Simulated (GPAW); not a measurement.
# GaN (P6_3mc) in GPAW: notebook, part 2 of 2

GPAW 26.7.0. Earlier steps stand in the parts before.

### Step 4. Band structure, BEEF-vdW, spin-orbit coupling, no magnetisation

The input, run.py:

```python
import numpy as np
from ase.dft.bandgap import bandgap
from ase.io import write
from ase.spacegroup import crystal
from gpaw import GPAW, PW
from gpaw.spinorbit import soc_eigenstates

# Ga 2b
# N 2b
atoms = crystal(['Ga', 'N'],
                basis=[[0.6666666667, 0.3333333333, 0.5],
                       [0.6666666667, 0.3333333333, 0.875]],
                spacegroup=186, setting=1,  # P6_3mc
                cellpar=[3.18, 3.18, 5.166, 90.0, 90.0, 120.0],
                primitive_cell=True)

calc = GPAW(mode=PW(800),
            xc={'name': 'BEEF-vdW', 'backend': 'libvdwxc'},
            kpts={'size': (7, 7, 4), 'gamma': True},
            occupations={'name': 'fermi-dirac', 'width': 0.05},
            nbands=18,
            convergence={'density': 1e-05, 'energy': 1e-05},
            maxiter=150,
            txt='gpaw.txt')
atoms.calc = calc
energy = atoms.get_potential_energy()
forces = atoms.get_forces()
calc.write('gs.gpw')
write('result.traj', atoms)
print(f'Energy: {energy:.6f} eV')
print('Forces (eV/A):')
print(forces.round(4))
print('Fermi level:', round(calc.get_fermi_level(), 4), 'eV')
print(f'Gap: {bandgap(calc)[0]:.4f} eV, direct: {bandgap(calc, direct=True)[0]:.4f} eV')

path = atoms.cell.bandpath('GMKGALHA,LM,KH', npoints=80, eps=1e-4)
bs_calc = calc.fixed_density(kpts=path, symmetry='off', nbands=29,
                             convergence={'bands': 'CBM+6.0', 'eigenstates': 1e-6}, txt='bands.txt')
bs = bs_calc.band_structure()
bs.write('bs.json')
print(f'Gap on the path: {bandgap(bs_calc)[0]:.4f} eV')

soc = soc_eigenstates(bs_calc, theta=0, phi=0)
np.savetxt('soc_bands.dat', soc.eigenvalues(), fmt='%.4f')
mesh = soc_eigenstates('gs.gpw', theta=0, phi=0)
np.savetxt('soc_mesh.dat', mesh.eigenvalues(), fmt='%.4f')
print('Fermi level with spin-orbit coupling:', round(mesh.fermi_level, 4), 'eV')
```

Potentials or basis: GPAW PAW data sets (gpaw-data 1.2.1), pw.

Launch:

```sh
$ OMP_NUM_THREADS=1 python run.py
```

Run time: 47 s. Hardware: 1 thread of Intel Xeon Platinum 8488C (Sapphire Rapids), shared host; peak memory 0.39 GiB.

Results (log left out):

```yaml
Free_energy: -202.0955 eV
Largest_force: 0.183 eV/Å
Band_gap_on_the_k_mesh: 2.19 eV, direct
Band_gap_along_the_path: 2.19 eV, direct
```

Forces on the atoms (eV/Å):
```
Ga   0.000  0.000 -0.182
Ga   0.000  0.000 -0.182
N    0.000  0.000  0.183
N    0.000  0.000  0.182
```

Levels at the corners of the path, in eV from the valence-band top:
```
point  band 14  band 15  band 16  band 17  band 18  band 19
    Γ    -0.01     0.00     0.00     2.19     2.19     4.53
    M    -2.19    -0.95    -0.95     5.34     5.34     5.84
    K    -2.93    -2.66    -2.66     5.41     5.41     8.04
    Γ    -0.01     0.00     0.00     2.19     2.19     4.53
    A    -0.52    -0.52    -0.52     4.51     4.51     4.51
    L    -1.86    -1.86    -1.86     4.68     4.68     4.68
    H    -1.44    -1.43    -1.43     6.71     6.71     6.74
    A    -0.52    -0.52    -0.52     4.51     4.51     4.51
    L    -1.86    -1.86    -1.86     4.68     4.68     4.68
    M    -2.19    -0.95    -0.95     5.34     5.34     5.84
    K    -2.93    -2.66    -2.66     5.41     5.41     8.04
    H    -1.44    -1.43    -1.43     6.71     6.71     6.74
```

Caveat: spin-orbit coupling was added after a scalar SCF, so levels and gaps hold it while energy, forces, pressure and moments don't; this program's spin-orbit splittings come out too wide for heavy elements; the PAW data sets were made with another functional, which shifts forces and pressure a little.

### Step 5. Band structure, r2SCAN, spin-orbit coupling, no magnetisation

The input, run.py:

```python
import numpy as np
from ase.dft.bandgap import bandgap
from ase.io import read, write
from ase.units import GPa
from gpaw import GPAW, PW
from gpaw.spinorbit import soc_eigenstates

atoms = read('GaN.cif')

calc = GPAW(mode=PW(800),
            xc='MGGA_X_R2SCAN+MGGA_C_R2SCAN',
            kpts={'size': (7, 7, 4), 'gamma': True},
            occupations={'name': 'fermi-dirac', 'width': 0.05},
            nbands=18,
            convergence={'density': 1e-05, 'energy': 1e-05},
            maxiter=150,
            txt='gpaw.txt')
atoms.calc = calc
energy = atoms.get_potential_energy()
forces = atoms.get_forces()
stress = atoms.get_stress()
calc.write('gs.gpw')
write('result.traj', atoms)
print(f'Energy: {energy:.6f} eV')
print('Forces (eV/A):')
print(forces.round(4))
print('Stress (GPa):', (stress / GPa).round(3))
print('Fermi level:', round(calc.get_fermi_level(), 4), 'eV')
print(f'Gap: {bandgap(calc)[0]:.4f} eV, direct: {bandgap(calc, direct=True)[0]:.4f} eV')

path = atoms.cell.bandpath('GMKGALHA,LM,KH', npoints=80, eps=1e-4)
bs_calc = calc.fixed_density(kpts=path, symmetry='off', nbands=29,
                             convergence={'bands': 'CBM+6.0', 'eigenstates': 1e-6}, txt='bands.txt')
bs = bs_calc.band_structure()
bs.write('bs.json')
print(f'Gap on the path: {bandgap(bs_calc)[0]:.4f} eV')

soc = soc_eigenstates(bs_calc, theta=54.7, phi=45, ignore_xc_potential=True)
np.savetxt('soc_bands.dat', soc.eigenvalues(), fmt='%.4f')
mesh = soc_eigenstates('gs.gpw', theta=54.7, phi=45, ignore_xc_potential=True)
np.savetxt('soc_mesh.dat', mesh.eigenvalues(), fmt='%.4f')
print('Fermi level with spin-orbit coupling:', round(mesh.fermi_level, 4), 'eV')
```

The input, GaN.cif:

```cif
data_GaN
_cell_length_a 3.18000000
_cell_length_b 3.18000000
_cell_length_c 5.16600000
_cell_angle_alpha 90.00000000
_cell_angle_beta 90.00000000
_cell_angle_gamma 120.00000000
_space_group_name_H-M_alt 'P1'
_space_group_name_Hall 'P 1'
_space_group_IT_number 1
loop_
_space_group_symop_operation_xyz
'x,y,z'
loop_
_atom_site_label
_atom_site_type_symbol
_atom_site_symmetry_multiplicity
_atom_site_Wyckoff_symbol
_atom_site_fract_x
_atom_site_fract_y
_atom_site_fract_z
_atom_site_occupancy
Ga1 Ga 1 a 0.6666666667 0.3333333333 0.5000000000 1
Ga2 Ga 1 a 0.3333333333 0.6666666667 0.0000000000 1
N1 N 1 a 0.6666666667 0.3333333333 0.8750000000 1
N2 N 1 a 0.3333333333 0.6666666667 0.3750000000 1
```

Launch:

```sh
$ OMP_NUM_THREADS=1 python run.py
```

Wall time 2 min (1 thread of Intel Xeon Platinum 8488C (Sapphire Rapids), shared host); peak memory 0.42 GiB.

Results (log left out):

| Item | Value |
| --- | --- |
| Free energy | -41.2576 eV |
| Pressure | 7.2 GPa |
| Largest force | 0.185 eV/Å |
| Band gap on the k mesh | 2.54 eV, direct |
| Band gap along the path | 2.54 eV, direct |

Forces in eV/Å, atoms in the order of the input:
```
Ga   0.000  0.000 -0.185
Ga   0.000  0.000 -0.184
N    0.000  0.000  0.179
N    0.000  0.000  0.175
```

Stress tensor (GPa, compression positive):
```
6.49 0.00 0.00
0.00 6.49 0.00
0.00 0.00 8.61
```

Levels at the corners of the path, in eV from the valence-band top:
| point | band 12 | band 13 | band 14 | band 15 | band 16 | band 17 | band 18 | band 19 | band 20 | band 21 |
| --- | --- | --- | --- | --- | --- | --- | --- | --- | --- | --- |
| Γ | -0.07 | -0.01 | -0.01 | 0.00 | 0.00 | 2.54 | 2.54 | 4.98 | 4.98 | 10.12 |
| M | -2.82 | -2.31 | -2.31 | -1.01 | -1.01 | 5.66 | 5.66 | 6.27 | 6.27 | 6.69 |
| K | -3.11 | -3.11 | -3.09 | -2.81 | -2.81 | 5.62 | 5.62 | 8.74 | 8.74 | 8.75 |
| Γ | -0.07 | -0.01 | -0.01 | 0.00 | 0.00 | 2.54 | 2.54 | 4.98 | 4.98 | 10.12 |
| A | -0.58 | -0.55 | -0.55 | -0.55 | -0.55 | 4.94 | 4.94 | 4.94 | 4.94 | 9.34 |
| L | -2.01 | -1.97 | -1.97 | -1.97 | -1.97 | 5.00 | 5.00 | 5.00 | 5.00 | 8.57 |
| H | -4.31 | -1.53 | -1.53 | -1.52 | -1.52 | 7.17 | 7.17 | 7.20 | 7.20 | 7.94 |
| A | -0.58 | -0.55 | -0.55 | -0.55 | -0.55 | 4.94 | 4.94 | 4.94 | 4.94 | 9.34 |
| L | -2.01 | -1.97 | -1.97 | -1.97 | -1.97 | 5.00 | 5.00 | 5.00 | 5.00 | 8.57 |
| M | -2.82 | -2.31 | -2.31 | -1.01 | -1.01 | 5.66 | 5.66 | 6.27 | 6.27 | 6.69 |
| K | -3.11 | -3.11 | -3.09 | -2.81 | -2.81 | 5.62 | 5.62 | 8.74 | 8.74 | 8.75 |
| H | -4.31 | -1.53 | -1.53 | -1.52 | -1.52 | 7.17 | 7.17 | 7.20 | 7.20 | 7.94 |

Caveat: spin-orbit coupling was added after a scalar SCF, so levels and gaps hold it while energy, forces, pressure and moments don't; this program's spin-orbit splittings come out too wide for heavy elements; the PAW data sets were made with another functional, which shifts forces and pressure a little.

### Step 6. Summary

```tsv
task	level	potentials or basis	spin	data set	band path	band points	spin axis theta (degrees)	spin axis phi (degrees)	gap on the mesh (eV)	largest force (eV/Å)
equation of state	LDA	JTH PAW 2.0, LDA, pw	off	Ga jth, N jth	-	-	-	-	-	-
band structure	BEEF-vdW	GPAW PAW data sets (gpaw-data 1.2.1), pw	SOC, no magnetisation	-	GMKGALHA,LM,KH	80	0	0	2.19	0.18
band structure	r2SCAN	GPAW PAW data sets (gpaw-data 1.2.1), pw	SOC, no magnetisation	-	GMKGALHA,LM,KH	80	54.7	45	2.54	0.18
```

Alike in all rows: cell as given; k mesh 7 × 7 × 4; cutoff (eV) 800; smearing fermi-dirac 0.05 eV.

Caveats: spin-orbit coupling was added after a scalar SCF, so levels and gaps hold it while energy, forces, pressure and moments don't (some runs); this program's spin-orbit splittings come out too wide for heavy elements (some runs); the PAW data sets were made with another functional, which shifts forces and pressure a little (some runs); the program truncates these outside data sets (some runs).

Absolute energies hang on the potentials; compare differences alone.

### Step 7. Comparison with measurements

Step 4. Against the measured gap of GaN, 3.503 eV (direct; quoted in “Studying electronic properties in GaN without electrical contacts using γ-γ vs e−-γ Perturbed Angular Correlations”, 2019, pmc:6823545), the calculated 2.19 eV is off by -1.31 eV. The value is that of BEEF-vdW, without temperature or zero-point motion.

Step 5. Measured gap of GaN: 3.503 eV (direct; quoted in “Studying electronic properties in GaN without electrical contacts using γ-γ vs e−-γ Perturbed Angular Correlations”, 2019, pmc:6823545). This calculation gives 2.54 eV (-0.96 eV). The value is that of r2SCAN, without temperature or zero-point motion.
